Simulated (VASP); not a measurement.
Here is a VASP 6.6.1 calculation.

The input INCAR:

```
SYSTEM = SrO
  PREC = Accurate
  ENCUT = 600
  EDIFF = 1E-7
  ISMEAR = 0
  SIGMA = 0.03
  LREAL = .False.
  LASPH = .True.
  NELM = 80
  ALGO = Normal
  ISIF = 2
  LWAVE = .False.
  LCHARG = .False.
  IBRION = 2
  NSW = 40
  EDIFFG = -0.01
```

Contents of KPOINTS:

```
Automatic mesh
0
Gamma
  10 10 10
  0 0 0
```

Contents of POSCAR:

```
SrO                                     
1.0
    0.0000000000      2.5377413177      2.5377413177
    2.5377413177      0.0000000000      2.5377413177
    2.5377413177      2.5377413177      0.0000000000
  Sr              O             
     1     1
Direct
     0.5000000000000000    0.5000000000000000    0.5000000000000000
     0.0000000000000000    0.0000000000000000    0.0000000000000000
```

Potentials or basis: VASP PAW LDA potentials, release 64 (Sr_sv, O).

Command:

```sh
$ cat potpaw_LDA.64/Sr_sv/POTCAR potpaw_LDA.64/O/POTCAR > POTCAR
$ mpirun -np 1 vasp_std > vasp.out
```

Task: What does it give for the band gap on the k mesh?

Result: 3.07 eV, indirect (least direct gap 3.12 eV).

Final structure:
```yaml
crystal:
  lattice:
    - [0.00000, 2.53774, 2.53774]
    - [2.53774, 0.00000, 2.53774]
    - [2.53774, 2.53774, 0.00000]
  atoms:
    - { symbol: Sr, position: [0.50000, 0.50000, 0.50000] }
    - { symbol: O, position: [0.00000, 0.00000, 0.00000] }
```

Caveat: the relaxation stopped at its first step, so nothing moved. A hybrid or GW would open this gap; LDA tends to underestimate it.
